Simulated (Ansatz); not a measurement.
An elastic constant from a strain scan in AlN

Theory: DFT r2SCAN, scalar-relativistic, plane waves, PAW (Ansatz 0.2.0). Settings: plane waves to 500 eV, k-mesh 12×12×6 (Γ-centred), Gaussian smearing 0.05 eV. No spin polarisation. Energies are free energies at this smearing, counted from the undisturbed cell; pressure is positive in compression.

Reference structure (relaxed at this level):

```xyz
4
Lattice="3.1067 0.0000 0.0000 -1.5533 2.6905 0.0000 0.0000 0.0000 4.9784" Properties=species:S:1:pos:R:3 pbc="T T T"
Al    0.0000    1.7936    0.0084
Al    1.5533    0.8968    2.4976
N     0.0000    1.7936    1.9083
N     1.5533    0.8968    4.3975
```

The cell is strained by ε times the Voigt pattern (0, 0, 0, 0, 1, 0) (xx, yy, zz, yz, xz, xy; engineering shear) with fractional coordinates fixed. The cell holds 4 atoms in V0 = 41.61 Å³. The stress column is τ = (1/V0) dE/dε, got from the stress tensor σ (compression positive) at each point as −det(1 + εP) σ : P(1 + εP)⁻¹, with P the pattern as a tensor.

```
      ε  ΔE (meV/atom)  τ (GPa)
-0.0525         12.223   -7.174
-0.0450          8.979   -6.148
-0.0375          6.234   -5.122
-0.0300          3.989   -4.097
-0.0225          2.244   -3.073
-0.0150          0.997   -2.048
-0.0075          0.249   -1.024
 0.0000          0.000    0.000
 0.0075          0.249    1.024
 0.0150          0.997    2.048
 0.0225          2.244    3.073
 0.0300          3.989    4.097
 0.0375          6.234    5.122
 0.0450          8.979    6.148
 0.0525         12.223    7.174
 0.0600              ?        ?
```

Question: Which combination of elastic constants does this scan measure, and how large is it?

Answer: For small ε, τ = τ0 + Kε with K = pᵀCp, which for this pattern is C55 in the Cartesian frame shown. The parabola through τ at ε = -0.0075, 0 and 0.0075 has slope K = 137 GPa at zero. The energies per cell, E = NΔE, of the same two points give K = 2[E(ε₊)/ε₊ − E(ε₋)/ε₋]/[(ε₊ − ε₋)V0] = 136 GPa, in agreement. These are clamped-ion values.

Question: Predict the withheld row at ε = 0.0600 from the harmonic law, and compare.

Answer: ΔE = V0(τ0 ε + Kε²/2)/N = 15.959 meV/atom and τ = 8.19 GPa. The calculation gives 15.966 meV/atom and 8.20 GPa, a miss of 0.01 meV/atom at most, so the harmonic law still holds here.

Forces appear on the atoms along this scan, and letting them relax would lower the energy and soften the response.